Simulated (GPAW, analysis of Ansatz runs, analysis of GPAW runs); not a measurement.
# Reproducing a measured charge-transition level: Ti on the Ga site in GaAs (GPAW)

Aim: the charge-transition level of the Ti on the Ga site in GaAs, to be set beside the measurement. Set-up: LDA, plane waves 500 eV, 32-site cell, LDA lattice, k: the single point 1/4 1/4 1/4 then 2x2x2 shifted, dielectric constants 10.9 and 12.9 (handbook). The model is a cell of 32 host atoms with 1 Ga taken out and 1 Ti put in. The level is the Fermi energy at which two charge states have equal formation energy, after a correction for the images of the charge. A local or semilocal functional is the cheapest first rung.

Measured beforehand: (+1/0) level below the conduction-band bottom: 0.9 eV, by DLTS; Ti(4+/3+) donor level, value from Fig. 2 (“Band-Edge Hydrostatic Deformation Potentials in III-V Semiconductors”, 1987, D. D. Nolte, W. Walukiewicz, and E. E. Haller). The calculation is set beside it at the end.

Method: GPAW plane-wave PAW DFT, LDA; relaxation of all atoms of a defect supercell, in GPAW 26.7.0.

This is a report of a sequence of runs, with most program output left out.

## (1) Starting point

The cell holds 32 atoms: 15 Ga, 1 Ti and 16 As. Cell: a = 9.753 Å, b = 9.753 Å, c = 9.753 Å, α = 109.5°, β = 109.5°, γ = 109.5°. It derives from GaAs (space group F-43m). Nearest the centre at fractional (0.250, 0.500, 0.250): Ti7 at 0.05 Å, As19 at 2.42 Å, As23 at 2.42 Å, As22 at 2.47 Å, As28 at 2.47 Å, Ga10 at 3.93 Å, Ga1 at 3.93 Å, Ga12 at 3.96 Å. The cell carries charge +1.

The host's primitive cell comes from a first run (GPAW plane-wave PAW DFT, LDA; relaxation of cell and atoms of a defect-free cell): vectors of 3.982, 3.982 and 3.982 Å. That is 22.32 Å³ an atom, 1.2 % under the diffraction cell's volume. The supercell is built on it.

## (2) Relaxation, charge +1

Every later number rests on the structure around the defect, so the atoms are relaxed at the host's lattice first.

Input file run.py:

```python
import numpy as np
from ase.io import read, write
from ase.parallel import parprint, world
from gpaw import GPAW, PW
from ase.optimize import BFGS

atoms = read('POSCAR')
calc = GPAW(mode=PW(500),
            xc='LDA',
            kpts=[[0.25, 0.25, 0.25]],
            charge=1,
            occupations={'name': 'fermi-dirac', 'width': 0.01},
            nbands=76,
            convergence={'density': 1e-05, 'forces': 0.001},
            maxiter=150,
            symmetry='off',
            txt='gpaw.txt')
atoms.calc = calc
opt = BFGS(atoms, trajectory='relax.traj', logfile='-')
done = opt.run(fmax=0.02, steps=80)
parprint('Converged:', done)
energy = atoms.get_potential_energy()
forces = atoms.get_forces()
parprint(f'Energy: {energy:.6f} eV, largest force {np.linalg.norm(forces, axis=1).max():.4f} eV/A')
calc.write('gs.gpw')
write('final.xyz', atoms)
for s in range(calc.get_number_of_spins()):
    parprint('Levels (eV), spin', s, calc.get_eigenvalues(kpt=0, spin=s)[-16:].round(3))
```

Input file POSCAR:

```
Ga Ti Ga As
 1.0000000000000000
    -5.6309931829031061    5.6309931829031106   -5.6309931829031088
     5.6309931829031052    5.6309931829031061    5.6309931829030964
     5.6309931829031186   -5.6309931829031052   -5.6309931829031079
 Ga  Ti  Ga  As 
   6   1   9  16
Direct
  0.0042588117005146  0.0058739016361378  0.0020636335800600
  0.0009331906158324  0.2485439342732347  0.7450912639820773
 -0.0024840030644140  0.4987635110544477  0.5034681132024692
 -0.0032384123565879  0.7530118951682837  0.2494493272044853
  0.2496653408477565  0.0022692392704744  0.7552197409271063
  0.2452909969268675  0.2453708045130218  0.4942606804627543
  0.2530672788970983  0.4982263731034737  0.2536384912583271
  0.2482406377872393  0.7532911406512192 -0.0024482840992819
  0.4943685589561167 -0.0015741735297322  0.4956566955047800
  0.4965912394935744  0.2528617840495205  0.2498598356005751
  0.4960062359443053  0.5004281572841066 -0.0044166293754921
  0.5016539572100406  0.7460490074053855  0.7471934278976093
  0.7486790596960210  0.0030308518403086  0.2541763934019845
  0.7439848528302176  0.2485513010846597 -0.0024857390099168
  0.7533450427454924  0.5022800790075431  0.7561754780636454
  0.7534401809965404  0.7495274618108893  0.4972318111698884
  0.0051636620892290  0.0047988423106563  0.7553547473315569
 -0.0032441054390462  0.2508736430479785  0.4955046022830583
  0.0018706352983129  0.5024659607725865  0.2467694206343314
 -0.0061896718721955  0.7477622957932283 -0.0031041057186836
  0.2540280276889902 -0.0018714775206502  0.5021489361311917
  0.2463516234460989  0.2439136100710826  0.2456326847799195
  0.2537980833142363  0.4978981306202068  0.0021260942258699
  0.2514021070918711  0.7531347886896613  0.7559514274505681
  0.5009270095318274  0.0049511636358977  0.2491652693300681
  0.4966616861158287  0.2445359678848917 -0.0053939720919786
  0.4939846431062145  0.4963046734509104  0.7480814689209115
  0.5060609665314002  0.7516272254633276  0.5027648789497464
  0.7443614421460384 -0.0007158361129326 -0.0031919085266656
  0.7540903711999267  0.2520974777490912  0.7481735425088843
  0.7551413425444260  0.5018952442016502  0.5052184424933267
  0.7455162997187388  0.7444243631064238  0.2483788814670717
```

Run with:

```sh
OMP_NUM_THREADS=1 mpirun -n 4 gpaw python run.py > stdout
```

Run time: 3.4 min. Hardware: 4 MPI ranks of Arm Neoverse V2, shared host; peak memory 1.2 GiB.

Step by step:

| step | energy less that of the first step (eV) |
| --- | --- |
| 0 | 0.0000 |
| 1 | -0.1847 |
| 2 | -0.4122 |
| 3 | -0.4175 |
| 4 | -0.4290 |
| 5 | -0.4327 |
| 6 | -0.4354 |
| 7 | -0.4376 |
| 8 | -0.4398 |
| 9 | -0.4411 |
| 10 | -0.4419 |
| 11 | -0.4428 |
| 12 | -0.4438 |
| 13 | -0.4445 |
| 14 | -0.4449 |
| 15 | -0.4450 |

The atoms that moved most (Å):

| atom | dx | dy | dz | length |
| --- | --- | --- | --- | --- |
| Ga1 | -0.033 | -0.056 | 0.026 | 0.070 |
| Ga10 | -0.043 | 0.020 | -0.043 | 0.064 |
| Ga12 | 0.058 | -0.020 | 0.009 | 0.062 |
| Ga6 | 0.044 | 0.004 | -0.043 | 0.062 |
| As32 | 0.021 | 0.055 | 0.008 | 0.059 |
| Ga11 | -0.009 | 0.008 | -0.058 | 0.059 |
| Ga15 | -0.029 | 0.002 | 0.048 | 0.056 |
| As23 | 0.026 | -0.002 | 0.050 | 0.056 |

Final coordinates:

```xyz
32
Lattice="-5.6310 5.6310 -5.6310 5.6310 5.6310 5.6310 5.6310 -5.6310 -5.6310" Properties=species:S:1:pos:R:3 pbc="T T T"
Ga   -0.0124   -0.0104    0.0236
Ga    5.6184   -2.8307   -2.7961
Ga    5.6398   -0.0151   -0.0120
Ga    5.6452    2.8315    2.8351
Ga    2.8170   -2.8154   -5.6357
Ga    2.8280   -0.0158   -2.8254
Ti    2.8173    2.8147    0.0047
Ga    2.8350    5.6414    2.8367
Ga    0.0147    0.0103   -5.6117
Ga   -0.0086    2.8331   -2.8229
Ga   -0.0086    5.6439   -0.0083
Ga    5.6417    2.7981   -2.8221
Ga   -2.8129    2.8114   -5.6210
Ga   -2.8318    5.6173   -2.7992
Ga    2.8150    2.8147   -5.6237
Ga    2.8019    5.6481   -2.8250
As    4.2158   -4.2151   -4.2248
As    4.2165   -1.4171   -1.3992
As    4.2217    1.4103    1.4120
As    4.2220    4.2179    4.2399
As    1.4161   -1.4164   -4.2260
As    1.4115    1.4092   -1.3998
As    1.4125    4.2193    1.4123
As    7.0440    1.4085   -1.4012
As   -1.4068    1.4133   -4.2183
As   -1.4108    4.2225   -1.4013
As    4.2189    1.4082   -4.2249
As    4.2200    4.2222   -1.4018
As   -4.2201    4.2131   -4.2214
As    1.4117    1.4111   -7.0267
As    1.4122    4.2223   -4.2263
As    1.4132    7.0463   -1.3972
```

Neighbours of Ti7 at the end:

| atom | distance (Å) |
| --- | --- |
| As22 | 2.434 |
| As19 | 2.434 |
| As28 | 2.434 |
| As23 | 2.435 |
| Ga12 | 3.996 |
| Ga3 | 3.997 |
| Ga10 | 3.998 |
| Ga1 | 3.999 |
| Ga9 | 3.999 |
| Ga11 | 3.999 |
| Ga14 | 3.999 |
| Ga4 | 4.001 |
| Ga8 | 4.001 |
| Ga2 | 4.002 |
| Ga6 | 4.003 |
| Ga16 | 4.004 |

First to last step the energy falls by 0.445 eV; the largest move, 0.07 Å, is that of Ga1. Judged within 0.08 Å, the space group went from P1 to I-43m.

## (3) Single point, charge +1

The relaxed structure is kept, and the final numbers are taken at the final level and k-points.

This step: GPAW plane-wave PAW DFT, LDA; single point of a defect supercell.

Input file run.py:

```python
import numpy as np
from ase.io import read, write
from ase.parallel import parprint, world
from gpaw import GPAW, PW

atoms = read('POSCAR')
calc = GPAW(mode=PW(500),
            xc='LDA',
            kpts={'size': (2, 2, 2), 'gamma': False},
            charge=1,
            occupations={'name': 'fermi-dirac', 'width': 0.01},
            nbands=76,
            convergence={'density': 1e-05, 'bands': 73},
            maxiter=150,
            symmetry={'point_group': False},
            txt='gpaw.txt')
atoms.calc = calc
energy = atoms.get_potential_energy()
forces = atoms.get_forces()
parprint(f'Energy: {energy:.6f} eV, largest force {np.linalg.norm(forces, axis=1).max():.4f} eV/A')
calc.write('gs.gpw')
write('final.xyz', atoms)
for s in range(calc.get_number_of_spins()):
    parprint('Levels (eV), spin', s, calc.get_eigenvalues(kpt=0, spin=s)[-16:].round(3))
field = calc.get_electrostatic_potential()
if world.rank == 0:
    np.save('potential.npy', field)
field = calc.get_pseudo_density()
if world.rank == 0:
    np.save('density.npy', field)
```

Input file POSCAR:

```
Ga Ti Ga As
 1.0000000000000000
    -5.6309931829031061    5.6309931829031106   -5.6309931829031088
     5.6309931829031052    5.6309931829031061    5.6309931829030964
     5.6309931829031186   -5.6309931829031052   -5.6309931829031079
 Ga  Ti  Ga  As 
   6   1   9  16
Direct
 -0.0030233147949263 -0.0020252537393626 -0.0031935636247261
 -0.0030677314709686  0.2475328285305047  0.7471590691628066
 -0.0002765240428155  0.4994343322131473  0.5018447995248835
[... 2 atom lines left out ...]
  0.2494793013185166  0.2497106077608604  0.5019958581343278
  0.2495139088901597  0.5000843125773774  0.2497429865960103
[... 1 atom line left out ...]
  0.4991954951276961  0.0022156126982849  0.4995870654827612
  0.5022196854342487  0.2507987737026351  0.2498917587526778
  0.5018866704688435  0.5003836238969361 -0.0000243163142905
  0.4990368010978905  0.7494053487424737  0.7515339279487828
[... 6 atom lines left out ...]
 -0.0001522076074616  0.5000887958007061  0.2494784746437456
[... 2 atom lines left out ...]
  0.2494210442776457  0.2504589215774702  0.2496199150564987
  0.2492416469729097  0.5000664116500055  0.0000130190177144
[... 4 atom lines left out ...]
  0.4993767375776239  0.7496174045843503  0.4991773011791906
[... 3 atom lines left out ...]
  0.7497289612812940  0.7511500897998475  0.2495408410840146
```

It took 1.9 min on 4 MPI ranks; peak memory 2.1 GiB.

## (4) Relaxation, charge 0

Input file run.py:

```python
import numpy as np
from ase.io import read, write
from ase.parallel import parprint, world
from gpaw import GPAW, PW
from ase.optimize import BFGS

atoms = read('POSCAR')
magmoms = np.zeros(len(atoms))
magmoms[[6]] = 1 / 1
atoms.set_initial_magnetic_moments(magmoms)
calc = GPAW(mode=PW(500),
            xc='LDA',
            kpts=[[0.25, 0.25, 0.25]],
            occupations={'name': 'fermi-dirac', 'width': 0.01, 'fixmagmom': True},
            nbands=77,
            convergence={'density': 1e-05, 'forces': 0.001},
            maxiter=150,
            symmetry='off',
            txt='gpaw.txt')
atoms.calc = calc
opt = BFGS(atoms, trajectory='relax.traj', logfile='-')
done = opt.run(fmax=0.02, steps=80)
parprint('Converged:', done)
energy = atoms.get_potential_energy()
forces = atoms.get_forces()
parprint(f'Energy: {energy:.6f} eV, largest force {np.linalg.norm(forces, axis=1).max():.4f} eV/A')
calc.write('gs.gpw')
write('final.xyz', atoms)
parprint('Moments:', atoms.get_magnetic_moments().round(3))
for s in range(calc.get_number_of_spins()):
    parprint('Levels (eV), spin', s, calc.get_eigenvalues(kpt=0, spin=s)[-16:].round(3))
```

Input file POSCAR:

```
Ga Ti Ga As
 1.0000000000000000
    -5.6309931829031061    5.6309931829031106   -5.6309931829031088
     5.6309931829031052    5.6309931829031061    5.6309931829030964
     5.6309931829031186   -5.6309931829031052   -5.6309931829031079
 Ga  Ti  Ga  As 
   6   1   9  16
Direct
  0.0042588117005146  0.0058739016361378  0.0020636335800600
  0.0009331906158324  0.2485439342732347  0.7450912639820773
[... 3 atom lines left out ...]
  0.2452909969268675  0.2453708045130218  0.4942606804627543
  0.2530672788970983  0.4982263731034737  0.2536384912583271
[... 1 atom line left out ...]
  0.4943685589561167 -0.0015741735297322  0.4956566955047800
  0.4965912394935744  0.2528617840495205  0.2498598356005751
  0.4960062359443053  0.5004281572841066 -0.0044166293754921
  0.5016539572100406  0.7460490074053855  0.7471934278976093
[... 3 atom lines left out ...]
  0.7534401809965404  0.7495274618108893  0.4972318111698884
[... 2 atom lines left out ...]
  0.0018706352983129  0.5024659607725865  0.2467694206343314
[... 2 atom lines left out ...]
  0.2463516234460989  0.2439136100710826  0.2456326847799195
  0.2537980833142363  0.4978981306202068  0.0021260942258699
[... 4 atom lines left out ...]
  0.5060609665314002  0.7516272254633276  0.5027648789497464
[... 3 atom lines left out ...]
  0.7455162997187388  0.7444243631064238  0.2483788814670717
```

Elapsed: 7.9 min, on 4 MPI ranks; peak memory 1.8 GiB; 32 min of CPU time.

The steps of the relaxation:

| step | energy less that of the first step (eV) |
| --- | --- |
| 0 | 0.0000 |
| 1 | -0.1736 |
| 2 | -0.3889 |
| 3 | -0.3937 |
| 4 | -0.4048 |
| 5 | -0.4083 |
| 6 | -0.4110 |
| 7 | -0.4132 |
| 8 | -0.4155 |
| 9 | -0.4168 |
| 10 | -0.4176 |
| 11 | -0.4184 |
| 12 | -0.4194 |
| 13 | -0.4202 |
| 14 | -0.4204 |
| 15 | -0.4206 |

The atoms that moved most (Å):

| atom | dx | dy | dz | length |
| --- | --- | --- | --- | --- |
| Ga1 | -0.031 | -0.053 | 0.004 | 0.062 |
| As23 | 0.019 | 0.006 | 0.057 | 0.061 |
| As24 | -0.046 | 0.013 | 0.034 | 0.058 |
| Ga10 | -0.041 | -0.003 | -0.041 | 0.058 |
| Ga9 | 0.014 | 0.025 | -0.050 | 0.057 |
| Ga12 | 0.056 | 0.002 | 0.011 | 0.057 |
| Ga15 | -0.029 | 0.002 | 0.048 | 0.056 |
| As32 | 0.025 | 0.048 | 0.012 | 0.055 |

Final coordinates:

```xyz
32
Lattice="-5.6310 5.6310 -5.6310 5.6310 5.6310 5.6310 5.6310 -5.6310 -5.6310" Properties=species:S:1:pos:R:3 pbc="T T T"
Ga   -0.0103   -0.0077    0.0018
Ga    5.6213   -2.8083   -2.7982
Ga    5.6377   -0.0130    0.0105
Ga    5.6428    2.8098    2.8337
Ga    2.8171   -2.8154   -5.6357
Ga    2.8055   -0.0139   -2.8233
Ti    2.8178    2.8141    0.0039
Ga    2.8125    5.6390    2.8339
Ga    0.0124    0.0084   -5.6332
Ga   -0.0065    2.8106   -2.8205
Ga   -0.0064    5.6417    0.0143
Ga    5.6394    2.8202   -2.8205
Ga   -2.8124    2.8116   -5.6215
Ga   -2.8100    5.6189   -2.8015
Ga    2.8154    2.8147   -5.6238
Ga    2.8237    5.6462   -2.8228
As    4.2234   -4.2104   -4.2286
As    4.2126   -1.4092   -1.3953
As    4.2297    1.4024    1.4201
As    4.2176    4.2146    4.2327
As    1.4083   -1.4206   -4.2300
As    1.4031    1.4006   -1.4082
As    1.4053    4.2266    1.4199
As    7.0363    1.4127   -1.3975
As   -1.4109    1.4059   -4.2226
As   -1.4031    4.2183   -1.3970
As    4.2145    1.4122   -4.2171
As    4.2279    4.2308   -1.4100
As   -4.2162    4.2206   -4.2260
As    1.4160    1.4150   -7.0340
As    1.4162    4.2179   -4.2186
As    1.4170    7.0388   -1.3928
```

Neighbours of Ti7 at the end:

| atom | distance (Å) |
| --- | --- |
| As19 | 2.448 |
| As22 | 2.448 |
| As28 | 2.448 |
| As23 | 2.449 |
| Ga12 | 3.992 |
| Ga3 | 3.993 |
| Ga10 | 3.994 |
| Ga1 | 3.995 |
| Ga9 | 3.996 |
| Ga14 | 3.996 |
| Ga11 | 3.997 |
| Ga4 | 3.999 |
| Ga8 | 3.999 |
| Ga6 | 3.999 |
| Ga2 | 4.000 |
| Ga16 | 4.001 |

Numbers from this step:

```yaml
total_moment: 1.0000 μB
```

First to last step the energy falls by 0.421 eV; the largest move, 0.06 Å, is that of Ga1 and 1 other atom alike. Judged within 0.08 Å, the space group went from P1 to I-43m.

## (5) Single point, charge 0

This step: GPAW plane-wave PAW DFT, LDA; single point of a defect supercell.

Input file run.py:

```python
import numpy as np
from ase.io import read, write
from ase.parallel import parprint, world
from gpaw import GPAW, PW

atoms = read('POSCAR')
magmoms = np.zeros(len(atoms))
magmoms[[6]] = 1 / 1
atoms.set_initial_magnetic_moments(magmoms)
calc = GPAW(mode=PW(500),
            xc='LDA',
            kpts={'size': (2, 2, 2), 'gamma': False},
            occupations={'name': 'fermi-dirac', 'width': 0.01, 'fixmagmom': True},
            nbands=77,
            convergence={'density': 1e-05, 'bands': 74},
            maxiter=150,
            symmetry={'point_group': False},
            txt='gpaw.txt')
atoms.calc = calc
energy = atoms.get_potential_energy()
forces = atoms.get_forces()
parprint(f'Energy: {energy:.6f} eV, largest force {np.linalg.norm(forces, axis=1).max():.4f} eV/A')
calc.write('gs.gpw')
write('final.xyz', atoms)
parprint('Moments:', atoms.get_magnetic_moments().round(3))
for s in range(calc.get_number_of_spins()):
    parprint('Levels (eV), spin', s, calc.get_eigenvalues(kpt=0, spin=s)[-16:].round(3))
field = calc.get_electrostatic_potential()
if world.rank == 0:
    np.save('potential.npy', field)
field = calc.get_pseudo_density()
if world.rank == 0:
    np.save('density.npy', field)
field = calc.get_pseudo_density(spin=0) - calc.get_pseudo_density(spin=1)
if world.rank == 0:
    np.save('spin.npy', field)
```

Input file POSCAR:

```
Ga Ti Ga As
 1.0000000000000000
    -5.6309931829031061    5.6309931829031106   -5.6309931829031088
     5.6309931829031052    5.6309931829031061    5.6309931829030964
     5.6309931829031186   -5.6309931829031052   -5.6309931829031079
 Ga  Ti  Ga  As 
   6   1   9  16
Direct
 -0.0008472617254245 -0.0015981576797719 -0.0010767549885177
 -0.0008918888439167  0.2497796923765513  0.7476039320704025
 -0.0020839281133622  0.4994422428957840  0.4996598590356363
[... 2 atom lines left out ...]
  0.2494565007226306  0.2478786902527163  0.4998107595912576
  0.2495228069652191  0.5000793569684656  0.2498584813193878
[... 1 atom line left out ...]
  0.5009434691848988  0.0018469281816167  0.5012978134249267
  0.5000137433212809  0.2489933524084189  0.2498706967488451
  0.4996797276443109  0.5003769572221985 -0.0018424023370340
  0.5008645923357219  0.7511691361734646  0.7511904352580312
[... 6 atom lines left out ...]
 -0.0015783405717819  0.5000915963723793  0.2494682624133037
[... 2 atom lines left out ...]
  0.2494002122510052  0.2489462825592129  0.2496208553879515
  0.2492141065382185  0.5000817038013549 -0.0012961230395664
[... 4 atom lines left out ...]
  0.5008760263754924  0.7510853214742336  0.5006112729027787
[... 3 atom lines left out ...]
  0.7486719878830538  0.7508268351019859  0.2494941539381666
```

The job ended after 3.8 min (4 MPI ranks; peak memory 2.5 GiB; 15 min of CPU time).

Read from the output:

- total moment: 1.0000 μB

## (6) Charge-transition levels

Analysis of the runs above: levels from GPAW plane-wave PAW DFT, LDA energies with an image-charge correction aligned at atomic sites (own code after Kumagai and Oba).

It gives:

```yaml
gap: 0.4563 eV
```

## (7) Outcome

- static dielectric constant used: 12.9
- band gap of the host: 0.46 eV
- (plus 1/0) level below the conduction-band bottom: 0.12 eV

**Reading.** (+1/0) level below the conduction-band bottom: computed 0.12 eV, measured 0.9 eV; 0.78 eV shallower than the measurement. The level is counted in a gap of 0.46 eV, and the correction is screened by a dielectric constant of 12.9 from a handbook. Levels hang on the band edges, which semilocal functionals place too close together. The total moment is locked at the high-spin value, which doesn't force the spin onto the d shell; spin-orbit coupling, which lowers the gap of these hosts' heavier members, is left out. Limits: the total moment of each charge state is locked at an assumed value.

[Logs are printed without paths, hosts, clocks, repeated set-up lines and the standing remarks that a program may print on its own settings, such as how far it seeks lower states.]

[Hosts, paths, dates, database ids (printed as entryN), source tags and the programs' standing remarks are cut or masked in the printed files.]

[For some hosts the program warned that the k-mesh of the response run may be too coarse for force constants and the static dielectric constant; such warnings are not shown here.]
